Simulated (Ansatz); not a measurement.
## Mechanical response of MgTe (F-43m)

```
CELL_PARAMETERS angstrom
0.00000 3.18520 3.18520
3.18520 0.00000 3.18520
3.18520 3.18520 0.00000
ATOMIC_POSITIONS crystal
Mg 0.00000 0.00000 0.00000
Te 0.25000 0.25000 0.25000
```

Unless marked otherwise, the numbers come from LDA, all-electron LAPW in Ansatz 0.2.0, scalar-relativistic. k mesh 8×8×8, fixed occupations, basis error target 0.5 meV/atom. The cell was relaxed by PAW under this functional, which moved its volume by -4 % from the database entry's. The structure is one entry of a database and needn't be the stable phase.

The cell is cubic and carries a residual pressure of -0.01 GPa at this level. Each strain component that symmetry leaves independent is applied at ±0.003, the ions relax wherever a strain frees them, and the stress (tension positive, GPa) is read. Shears are engineering strains, γ = 2ε.

```tsv
strain	size	σxx	σyy	σzz	σyz	σxz	σxy
xx	-0.003	-0.1349	-0.0919	-0.0919	0.0000	0.0000	0.0000
xx	+0.003	0.1554	0.1111	0.1111	0.0000	0.0000	0.0000
yz	-0.003	0.0107	0.0106	0.0106	-0.0521	0.0000	0.0000
yz	+0.003	0.0107	0.0106	0.0106	0.0521	0.0000	0.0000
```

A central difference gives one constant, for example C11 ≈ (0.1554 − (-0.1349))/(0.006) = 48.4 GPa; the program then imposes the crystal's symmetry on the whole matrix.

(1) What are the independent elastic constants?

(2) Do they meet the Born conditions?

(3) What moduli does a random aggregate of grains have?

(4) With the density of 3.903 g/cm³, how fast does sound travel, and what Debye temperature follows?

(5) How far do the constants move if PAW replaces LAPW in the same cell?

## Answers

(1) C11 = 48.4, C12 = 33.8, C44 = 17.4 GPa.

(2) C11 − C12 = 14.6, C11 + 2C12 = 116.0 and C44 = 17.4 GPa must all be positive, so the crystal is elastically stable; that says nothing yet of its phonons.

(3) B = (C11 + 2C12)/3 = 38.7 GPa. G_V = (C11 − C12 + 3C44)/5 = 13.3 and G_R = 5(C11 − C12)C44/(4C44 + 3(C11 − C12)) = 11.2, so G_H = 12.2 GPa. Then E = 9BG/(3B + G) = 33.2 GPa, ν = (3B − 2G)/(6B + 2G) = 0.357 and B/G = 3.16, on the ductile side of Pugh's 1.75 (a rule of thumb, made for metals; it doesn't predict ductility here).

(4) 

```csv
direction,slow (m/s),middle (m/s),fast (m/s)
[100],2109,2109,3521
[110],1366,2109,3870
[111],1651,1651,3980
```

The mean of v⁻³ over directions and branches gives v_m = 1973 m/s and θ_D = (ħ/k_B) v_m (6π²n)^(1/3) = 184 K, n being atoms per volume. Young's modulus spans 21 to 45 GPa over directions, and the universal anisotropy index is 0.96.

(5) 

```json
{"constant": "C11", "LAPW (GPa)": "48.4", "PAW (GPa)": "48.3", "difference": "-0.1"}
{"constant": "C12", "LAPW (GPa)": "33.8", "PAW (GPa)": "33.8", "difference": "0.0"}
{"constant": "C44", "LAPW (GPa)": "17.4", "PAW (GPa)": "17.4", "difference": "0.0"}
```

Keep in mind: constants at zero field, no piezoelectric stiffening; the frozen-core PAW files of the compared runs were fitted under PBE, their cores solved anew for this functional.
